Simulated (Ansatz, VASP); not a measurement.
# Al27N26 (V_N) in two plane-wave programs

Wanted: the spread between two codes on one cell, functional and k mesh. Of the first pair: The cell is taken from a series of runs on this material, whose earlier steps may have relaxed, scaled, displaced or heated it; both programs get it as it stands.

Method: plane waves, with VASP 6.6.1 beside it; single point at r2SCAN, in Ansatz 0.2.0.

## Step 1: Starting point

The cell holds 53 atoms: 27 Al and 26 N. Its edges and angles: a = 9.408 Å, b = 9.408 Å, c = 9.408 Å, α = 60.0°, β = 60.0°, γ = 60.0°. It derives from AlN (AlN (F-43m)). Nearest the centre at fractional (0.417, 0.417, 0.417): Al15 at 1.85 Å, Al23 at 1.89 Å, Al17 at 1.89 Å, Al14 at 1.91 Å, N46 at 3.08 Å, N41 at 3.08 Å, N35 at 3.08 Å, N40 at 3.08 Å. The cell carries charge −1.

Coordinates:

```cif
data_structure
_symmetry_space_group_name_H-M 'P 1'
_symmetry_Int_Tables_number 1
_cell_length_a 9.4081
_cell_length_b 9.4081
_cell_length_c 9.4081
_cell_angle_alpha 60.000
_cell_angle_beta 60.000
_cell_angle_gamma 60.000
_cell_volume 588.82
loop_
_atom_site_label
_atom_site_type_symbol
_atom_site_fract_x
_atom_site_fract_y
_atom_site_fract_z
_atom_site_occupancy
Al1 Al 0.99993 0.00022 0.99933 1
Al2 Al 0.00051 0.00081 0.33245 1
Al3 Al 0.00044 0.00072 0.66656 1
Al4 Al 0.00024 0.33373 0.99913 1
Al5 Al 0.00054 0.33346 0.33250 1
Al6 Al 0.00255 0.33471 0.66432 1
Al7 Al 0.99932 0.66745 0.99975 1
Al8 Al 0.00090 0.66688 0.33285 1
Al9 Al 0.00090 0.66825 0.66578 1
Al10 Al 0.33342 0.00055 0.99912 1
Al11 Al 0.33317 0.00082 0.33248 1
Al12 Al 0.33445 0.00280 0.66436 1
Al13 Al 0.33325 0.33352 0.99882 1
Al14 Al 0.32319 0.32342 0.35528 1
Al15 Al 0.32661 0.32678 0.65644 1
Al16 Al 0.33196 0.66564 0.00161 1
Al17 Al 0.35795 0.66123 0.32630 1
Al18 Al 0.33303 0.66673 0.66668 1
Al19 Al 0.66713 0.99962 0.99977 1
Al20 Al 0.66658 0.00117 0.33287 1
Al21 Al 0.66795 0.00118 0.66583 1
Al22 Al 0.66533 0.33226 0.00161 1
Al23 Al 0.66084 0.35821 0.32646 1
Al24 Al 0.66648 0.33328 0.66668 1
Al25 Al 0.66460 0.66493 0.00334 1
Al26 Al 0.66463 0.66486 0.33415 1
Al27 Al 0.66661 0.66689 0.66693 1
N28 N 0.08375 0.08409 0.08257 1
N29 N 0.08374 0.08403 0.41617 1
N30 N 0.08355 0.08381 0.75034 1
N31 N 0.08364 0.41703 0.08265 1
N32 N 0.07558 0.42027 0.41514 1
N33 N 0.07779 0.42220 0.75306 1
N34 N 0.08254 0.75082 0.08306 1
N35 N 0.09144 0.74634 0.41515 1
N36 N 0.08322 0.75160 0.75047 1
N37 N 0.41672 0.08394 0.08265 1
N38 N 0.41997 0.07582 0.41516 1
N39 N 0.42195 0.07800 0.75311 1
N40 N 0.41432 0.41462 0.09113 1
N41 N 0.41535 0.41559 0.74514 1
N42 N 0.41393 0.75440 0.07784 1
N43 N 0.41507 0.75727 0.42036 1
N44 N 0.41644 0.74889 0.75173 1
N45 N 0.75051 0.08282 0.08308 1
N46 N 0.74597 0.09181 0.41517 1
N47 N 0.75133 0.08348 0.75050 1
N48 N 0.75402 0.41426 0.07792 1
N49 N 0.75701 0.41534 0.42039 1
N50 N 0.74864 0.41671 0.75171 1
N51 N 0.75045 0.75075 0.08319 1
N52 N 0.75107 0.75136 0.41669 1
N53 N 0.75103 0.75133 0.74961 1
```

## Step 2: VASP: single point, r2SCAN, pair 1

A single point gives forces, pressure and levels at one fixed geometry, so differences don't come from the geometry; what else differs is listed under the comparison.

Lines of VASP's logs that name or quote its potential files are left out, and so is its time.

INCAR

```
SYSTEM = Al27N26
PREC = Accurate
ENCUT = 580
EDIFF = 1E-06
NELM = 120
ISMEAR = -1
SIGMA = 0.01
LREAL = Auto
ALGO = Normal
METAGGA = R2SCAN
LASPH = .TRUE.
NELECT = 212
NBANDS = 144
LORBIT = 11
LWAVE = .FALSE.
LCHARG = .FALSE.
ISIF = 2
ISYM = 0
GGA_COMPAT = .FALSE.
EFERMI = MIDGAP
LMIXTAU = .TRUE.
KPAR = 4
```

POSCAR

```
Al27N26
1.0
    0.0000000000      6.6525027110      6.6525027110
    6.6525027110      0.0000000000      6.6525027110
    6.6525027110      6.6525027110      0.0000000000
Al N
27 26
Direct
    0.9999252991      0.0002201774      0.9993301706
    0.0005110536      0.0008067866      0.3324486641
    0.0004413070      0.0007231283      0.6665647813
    0.0002392624      0.3337326546      0.9991277164
    0.0005381937      0.3334617000      0.3325017235
    0.0025549800      0.3347085272      0.6643244327
    0.9993246926      0.6674549602      0.9997452382
    0.0009047344      0.6668823758      0.3328451541
    0.0009044440      0.6682513636      0.6657841501
    0.3334210443      0.0005464313      0.9991197558
    0.3331669238      0.0008238247      0.3324816177
    0.3344528086      0.0027988815      0.6643579382
    0.3332457975      0.3335175035      0.9988162870
    0.3231858233      0.3234187138      0.3552835837
    0.3266099716      0.3267780534      0.6564379254
    0.3319617504      0.6656411772      0.0016063110
    0.3579522900      0.6612284263      0.3262974690
    0.3330254482      0.6667278970      0.6666783779
    0.6671330765      0.9996159715      0.9997665598
    0.6665769322      0.0011746275      0.3328695405
    0.6679536421      0.0011832390      0.6658250722
    0.6653283882      0.3322554736      0.0016144566
    0.6608353334      0.3582147953      0.3264627240
    0.6664830139      0.3332794042      0.6666750478
    0.6645964324      0.6649254343      0.0033432009
    0.6646300169      0.6648598678      0.3341529770
    0.6666079583      0.6668852091      0.6669271451
    0.0837472153      0.0840937385      0.0825669168
    0.0837358040      0.0840285649      0.4161654791
    0.0835515285      0.0838142387      0.7503402832
    0.0836435837      0.4170286934      0.0826519257
    0.0755787000      0.4202743572      0.4151378885
    0.0777871923      0.4222013686      0.7530608554
    0.0825362250      0.7508182249      0.0830558506
    0.0914355012      0.7463394700      0.4151525190
    0.0832216682      0.7516012835      0.7504697300
    0.4167175575      0.0839432862      0.0826491955
    0.4199685897      0.0758240300      0.4151565996
    0.4219489880      0.0779987987      0.7531118652
    0.4143216991      0.4146166142      0.0911310346
    0.4153477740      0.4155938443      0.7451409473
    0.4139281281      0.7543970455      0.0778388745
    0.4150680512      0.7572676650      0.4203565749
    0.4164429443      0.7488894568      0.7517252651
    0.7505080473      0.0828230050      0.0830847712
    0.7459678001      0.0918133224      0.4151714252
    0.7513278347      0.0834826048      0.7504991552
    0.7540178974      0.4142582572      0.0779209321
    0.7570072800      0.4153419073      0.4203916376
    0.7486356339      0.4167088295      0.7517149776
    0.7504507765      0.7507480719      0.0831937015
    0.7510713463      0.7513553814      0.4166863237
    0.7510329812      0.7513338027      0.7496134190
```

KPOINTS

```
Points of the shifted mesh
8
Reciprocal
 0.2500000000  0.2500000000  0.2500000000 1
 0.2500000000  0.2500000000  0.7500000000 1
 0.2500000000  0.7500000000  0.2500000000 1
 0.2500000000  0.7500000000  0.7500000000 1
 0.7500000000  0.2500000000  0.2500000000 1
 0.7500000000  0.2500000000  0.7500000000 1
 0.7500000000  0.7500000000  0.2500000000 1
 0.7500000000  0.7500000000  0.7500000000 1
```

The projector-augmented-wave data sets are Al and N (PBE family, release 64).

Run with:

```console
> mpirun -np 8 vasp_std
```

Numbers of over 12 decimals in the logs are rounded to 6 here.

What it wrote:

```text
[banner, memory and clock lines left out]
running    8 mpi-ranks, on    1 nodes
[...]
|                                                                             |
|           W    W    AA    RRRRR   N    N  II  N    N   GGGG   !!!           |
|           W    W   A  A   R    R  NN   N  II  NN   N  G    G  !!!           |
|           W    W  A    A  R    R  N N  N  II  N N  N  G       !!!           |
|           W WW W  AAAAAA  RRRRR   N  N N  II  N  N N  G  GGG   !            |
|           WW  WW  A    A  R   R   N   NN  II  N   NN  G    G                |
|           W    W  A    A  R    R  N    N  II  N    N   GGGG   !!!           |
|                                                                             |
|     For optimal performance we recommend to set                             |
|       NCORE = 2 up to number-of-cores-per-socket                            |
|     NCORE specifies how many cores store one orbital (NPAR=cpu/NCORE).      |
|     This setting can greatly improve the performance of VASP for DFT.       |
[...]
DAV:   5    -0.606631788167E+03   -0.33221E-01   -0.33197E-01  2840   0.160E+00BRMIX: very serious problems
 the old and the new charge density differ
 old charge density:   211.00000 new  212.00000
BRMIX: very serious problems
 the old and the new charge density differ
 old charge density:   211.00000 new  212.00000
BRMIX: very serious problems
 the old and the new charge density differ
 old charge density:   211.00000 new  212.00000
BRMIX: very serious problems
 the old and the new charge density differ
 old charge density:   211.00000 new  212.00000
    0.445E+01
DAV:   6    -0.509035810086E+03    0.97596E+02   -0.22931E+02  2640   0.336E+01    0.199E+01
DAV:   7    -0.489054851661E+03    0.19981E+02   -0.91846E+00  2560   0.951E+00    0.113E+01
DAV:   8    -0.509192520858E+03   -0.20138E+02   -0.16484E+01  2504   0.113E+01    0.637E+00
DAV:   9    -0.487996803581E+03    0.21196E+02   -0.94223E+00  2416   0.966E+00    0.105E+00
[...]
DAV:  22    -0.492359377244E+03   -0.39849E-05   -0.10282E-06  1712   0.393E-03    0.522E-03
DAV:  23    -0.492359378775E+03   -0.15306E-05   -0.51013E-07  1344   0.247E-03    0.295E-03
DAV:  24    -0.492359379501E+03   -0.72656E-06   -0.19214E-07  1344   0.151E-03
   1 F= -.49235938E+03 E0= -.49235938E+03  d E =-.172930E-11
```

OUTCAR, selected parts (step 2):

```text
  Total      -21.7249086    -21.7307803    -17.3030414     -0.4083762      0.5428705      0.5756244
  in kB      -59.1130494    -59.1290263    -47.0812358     -1.1111837      1.4771398      1.5662627
  external PRESSURE =     -55.1077705 kB  Pullay stress =       0.0000000 kB

 POSITION                                       TOTAL-FORCE (eV/Angst)
 -----------------------------------------------------------------------------------
      6.64951     13.30005      6.65347         0.054785      0.053601      0.031489
      2.21698      2.21502      0.00877         0.010814      0.005806     -0.063351
      4.43913      4.43726      0.00775         0.037922      0.040561      0.029438
      8.86686      6.64829      2.22175         0.018158     -0.040364     -0.000547
      4.43032      2.21555      2.22194        -0.039856      0.013913      0.021867
      6.64607      4.43642      2.24365         0.148691      0.078840      0.040362
     11.09105     13.29882     11.08826         0.025754      0.048367      0.047596
      6.65069      2.22027      4.44246         0.092205      0.038203      0.095999
      8.87467      4.43515      4.45156        -0.012888      0.009886      0.028161
      6.65028      8.86473      2.22172        -0.031711      0.014262     -0.000785
      2.21732      4.42823      2.22187         0.015547     -0.036587      0.018909
      4.43826      6.64459      2.24357         0.076963      0.142735      0.038936
      8.86335      8.86155      4.43564         0.024708      0.020946      0.027062
      4.51507      4.51352      4.30154         0.103046      0.101096      0.144248
[...]
-----------------------------------------------------------------------------------
    total drift:                               -0.022156     -0.032849     -0.028520

  FREE ENERGIE OF THE ION-ELECTRON SYSTEM (eV)
  ---------------------------------------------------
  free  energy   TOTEN  =      -492.3593795013 eV

  energy  without entropy=     -492.3593795013  energy(sigma->0) =     -492.35937950

[... 1 further part left out ...]
```

The run ends at a pressure of -5.51 GPa, with forces up to 0.28 eV/Å.

## Step 3: Ansatz: single point, r2SCAN, pair 1

Ansatz runs on its PAW soft_1 files.

The same cell, functional, mesh and smearing now go to Ansatz.

input.yaml

```yaml
crystal:
  checkpoint: "../qm1.relax.run"
  host: checkpoint
total_charge: -1
basis:
  ecutwfc: 500
  xc_grid: 2
hamiltonian:
  xc: r2scan
  pseudopotentials: { kind: paw, azcp: { folder: soft_1 } }
kpoints:
  mp_grid: { grid: [2, 2, 2], shift: [0.5, 0.5, 0.5] }
scf:
  occupations: { method: fermi_dirac, width: 0.01 }
  max_iter: 80
output:
  forces: true
  eigenvalues: true
  charged_corrections:
    epsilon: 4.64
    static_epsilon: 8.51
    defect_position: [0.416667, 0.416667, 0.416667]
  eigenstates: { localisation: true }
  populations: true
  band_densities: [{ bands: [v1, v1] }, { bands: [c1, c1] }]
  write_density: true
  write_potential: true
  volumetric_format: npy
checkpoint:
  read: "../qm1.relax.run"
  write: "../qm1.point.run"
  compress: false
  write_wavefunctions: false
  write_every: 100000
```

Run with:

```console
> ansatz run input.yaml --threads 4 --pin off --max-ram 7536MiB --backend cpu --events-out ev --progress --plain --runs-dir out
```

What it wrote:

```text
crystal.checkpoint: the structure is that of <dir>, a `relax` run, at its step 10: its result, under r2scan at a charge of -1 e; 53 atoms read, 0 with a starting moment; crystal.structure_sha256 for this input is
Engine: ansatz 0.2.0, aarch64-unknown-linux-gnu
Pseudopotentials: kind: paw
Pseudopotential: Al, paw, valence charge 3, recommended cutoff 500 eV (meta_gga), soft_1/Al.paw.azcp
Pseudopotential: N, paw, valence charge 5, recommended cutoff 500 eV (meta_gga), soft_1/N.paw.azcp
Functional definition: r2SCAN
  parameter k0 = 0.174
  parameter k1 = 0.065
  parameter a1 = 4.9479
  exchange = r2scan_x(k0 = k0, k1 = k1, a1 = a1)
  correlation = r2scan_c
Crystal: 53 atoms, lattice volume = 588.824 Å³
Basis set: ecut = 500 eV, 15065 PW (Γ), exchange–correlation on 144×144×144 points (8 copies of the dense FFT grid, shifted against one another)
Bands: 159, of which v1, the nominal top of the filled ones, is band 106 counted from 1 (105 counted from 0)
Symmetry: 1 space group operations
Space group: P1 (ITA 1), of the structure as read, at distance tolerance 8.4e-5 Å
k-points: 4 of 8 (time reversal used)
Non-local potential: Al, projectors of the file, l = 0: 2, l = 1: 2, l = 2: 1
Non-local potential: N, projectors of the file, l = 0: 2, l = 1: 2, l = 2: 1
PAW form: soft (Blöchl's): semilocal exchange-correlation on the pseudo side does not see the compensation charge
PAW frozen core: Al, regenerated for the run's functional (the file was generated under x = pbe(κ = 0.804, μ = 0.219515), c = pbe(β = 0.066725))
PAW frozen core: N, regenerated for the run's functional (the file was generated under x = pbe(κ = 0.804, μ = 0.219515), c = pbe(β = 0.066725))
PAW one-centre angular grid: Al, 302 points (default); XC on 160 Gauss nodes
PAW one-centre angular grid: N, 302 points (default); XC on 160 Gauss nodes
Initial density: read from a saved state, or passed on in memory by an earlier SCF of this step, an earlier step, the calling program or the single point that the run made first
Initial wavefunctions: pseudopotential atomic-orbital guess — the wavefunctions supplied were not used: k-point sampling differs
Functional: x = r2scan, c = r2scan; τ floored in thin density (d = 2e-4 eV/Å³)
iter 1 solved again at ethr=4.47e-5 eV; its pass at ethr=3.10e-3 eV (dr2=9.47e-2 eV) is discarded
SCF iter   1: F=—  HF=-24665.906917 eV  |F-HF|=—  |Δ(HF+E_count)|=         —  Δρ=3.79e-3  dr2=9.73e-2  dr2_τ=6.22e-3  ethr=4.47e-5  ⟨swp⟩=9.5  Hψ=4251  notcnv=0  defer=1
preconditioner: auto → Resta (q_TF=auto, 2.301 Å⁻¹)  ε∞=3.7  [insulator: Δε(μ)=0.517 eV  Ē_g=13.541 eV  σ=0.010 eV  W_gap=1.00  n_scr=112 (ndim 8)  ℏωp=22.3 eV  f_vac=0.000  D(μ)=0.00/eV (n_scr^D=0)  ε∞_Penn≈3.7]
SCF iter   2: F=—  HF=-24665.887333 eV  |F-HF|=—  |Δ(HF+E_count)|=   1.96e-2  Δρ=1.51e-3  dr2=9.91e-3  dr2_τ=1.82e-3  ethr=4.47e-5  ⟨swp⟩=3.2  Hψ=1157  notcnv=0
SCF iter   3: F=—  HF=-24665.887768 eV  |F-HF|=—  |Δ(HF+E_count)|=   4.35e-4  Δρ=6.86e-4  dr2=2.37e-3  dr2_τ=9.78e-5  ethr=4.68e-6  ⟨swp⟩=3.0  Hψ=871  notcnv=0  defer=46
SCF iter   4: F=—  HF=-24665.888011 eV  |F-HF|=—  |Δ(HF+E_count)|=   2.43e-4  Δρ=1.24e-4  dr2=9.13e-5  dr2_τ=1.13e-5  ethr=1.12e-6  ⟨swp⟩=2.8  Hψ=1115  notcnv=0  defer=46
SCF iter   5: F=—  HF=-24665.887788 eV  |F-HF|=—  |Δ(HF+E_count)|=   2.23e-4  Δρ=4.95e-5  dr2=1.34e-5  dr2_τ=2.11e-6  ethr=4.31e-8  ⟨swp⟩=2.0  Hψ=942  notcnv=0  defer=46
SCF iter   6: F=—  HF=-24665.887789 eV  |F-HF|=—  |Δ(HF+E_count)|=   1.02e-6  Δρ=1.22e-5  dr2=6.51e-7  dr2_τ=5.78e-8  ethr=6.32e-9  ⟨swp⟩=2.0  Hψ=955  notcnv=0  defer=46
SCF iter   7: F=-24665.887789 eV  HF=-24665.887789 eV  |F-HF|=4.77e-8  |Δ(HF+E_count)|=   2.07e-7  Δρ=3.66e-6  dr2=8.48e-8  dr2_τ=1.03e-8  ethr=4.72e-11  ⟨swp⟩=15.0  Hψ=4398  notcnv=0
SCF 1 converged in 7 iterations: F = -24665.887789 eV  dr2 = 8.48e-8
  greatest PAW one-centre occupation: 0.800 electrons in one spin orbital (limit 2), on the N atom at site 44 (counted from 0), in its partial waves of l = 0
SCF converged after 7 iterations
Free energy (F): -24665.887789 eV
Harris-Foulkes:  -24665.887789 eV  (|F-HF|=4.77e-8)
Internal energy: -24665.887789 eV  (E = F + TS)
E sigma→0 (E₀):  -24665.887789 eV
Fermi energy:    9.928954 eV
--- Per-component energies (eV) ---
  E_band       = 214.024049
  E_kinetic    = 4083.582382
  E_local      = -5782.226028  (includes V_loc(G=0)·N_el)
  E_nonlocal   = 1137.007315
  E_hartree    = 2164.894866
  E_xc         = -2529.214770
  E_vxc        = -3084.755628  (∫ρ·V_xc dr)
  E_paw        = -16196.865005  (= ΣΔE_a)
  E_vpaw       = -634.454087  (= ΣTr[D̂ρ^β])
  E_aug_tail   = 0.000298  (compensation charges beyond the density's cutoff)
  E_vtau       = 165.084987  (kinetic-family band-sum trace: ∫τ·v_τ [+ j·A + Jᵃ·Aᵃ] dr)
  E_ewald      = -7540.675244
  E_core_change = -2.391603  (= ΣΔE_core)
  E_smearing   = -0.000000  (= −TS)
  E_closure    = -0.000000  (closes the sum)
[...]
atom  43  N      0.04417796    -0.00540895     0.18882111
  atom  44  Al    -0.11544722    -0.14114820    -0.07312143
  atom  45  N      0.04399329    -0.09600913    -0.07197355
  atom  46  Al     0.05717890     0.06834432     0.00111012
  atom  47  N     -0.06877489    -0.04693181    -0.03064997
  atom  48  Al     0.00559065     0.01057041    -0.08770582
  atom  49  N     -0.03215547    -0.03203791    -0.06744060
  atom  50  Al     0.06064958     0.05440986     0.09443883
  atom  51  N     -0.04065396    -0.03957543    -0.05582666
  atom  52  Al     0.06571244     0.06729254     0.05943994
  atom  53  N     -0.05367770    -0.05155583    -0.03105202
  max |Σ_I F_I| component: 4.92e-3 eV/Å
--- Charged-cell corrections in eV (Makov–Payne, q = -1.000 e, ε = 4.640 of the electrons, 8.510 with the ions) ---
  F (periodic)     = -24665.887789  (uncorrected; the corrections below are reported, never added to it)
  E_corr1          = +0.534706  (monopole, q²α_M/2εL)
  F Makov-Payne    = n/a  (the rows are of the electrons' constant alone; ansatz place-levels tells what screens the charge)
  no potential alignment in this run, which stands beside a crystal: run the host's input off ansatz write-host-input, and read the two finished runs by ansatz place-levels (neither reads a slab, a wire or a sheet, whose cell leaves a vacuum)
--- Band table (eV) ---
  k-point 0: bands = [... 102 lower, 6.0052, 6.0195, 6.3275, 9.6694, 10.7806, 10.8767, 11.1031, 11.1322, ... 49 higher]
  k-point 1: bands = [... 102 lower, 5.8681, 5.9700, 6.6498, 9.4591, 10.1885, 10.7947, 10.9666, 11.3621, ... 49 higher]
  k-point 2: bands = [... 102 lower, 5.8716, 6.0009, 6.6694, 9.5744, 10.3890, 10.5952, 10.8649, 11.3032, ... 49 higher]
  k-point 3: bands = [... 102 lower, 5.8716, 6.0011, 6.6697, 9.5747, 10.3889, 10.5966, 10.8637, 11.3021, ... 49 higher]
--- Löwdin populations: 53 sites ---
  site symbol       q [e]
     0     Al      1.9154
     1      N      6.0396
     2     Al      1.9338
     3      N      6.0402
     4     Al      1.9157
     5      N      6.0367
     6     Al      1.9228
     7      N      6.0398
     8     Al      1.9173
     9      N      6.0492
    10     Al      1.9327
    11      N      6.0421
    12     Al      1.9160
    13      N      6.0425
    14     Al      1.9236
    15      N      6.0040
    16     Al      1.9257
    17      N      6.0423
    18     Al      1.9227
    19      N      6.0399
    20     Al      1.9174
    21      N      6.0493
    22     Al      1.9326
    23      N      6.0423
[...]
45     Al      1.9243
    46      N      6.0338
    47     Al      1.9376
    48      N      6.0369
    49     Al      1.9362
    50      N      6.0330
    51     Al      1.9236
    52      N      6.0337
  spilling = 0.008302 (of n_electrons = 212.000000)
--- Band densities, each state counted as filled ---
  window                                       electrons  max residual (eV)  cut levels
  bands: [v1, v1]                               2.000000             1.0e-9           0
  bands: [c1, c1]                               2.000000             3.3e-4           0
```

In the SCF lines HF is the Harris–Foulkes energy and dr2 the Hartree energy of the density residual, in eV; the loop may stop once dr2 is under the threshold and the program's other checks hold. Hψ counts applications of the Hamiltonian.

(Continued in part 2 of 3.)

[Lines on the potential files, build, host, timing and source positions are cut from VASP's logs without a mark.]

[Logs are printed without paths, hosts, clocks, repeated set-up lines and the standing remarks that a program may print on its own settings, such as how far it seeks lower states.]

[Hosts, paths, dates, database ids (printed as entryN), source tags and the programs' standing remarks are cut or masked in the printed files.]
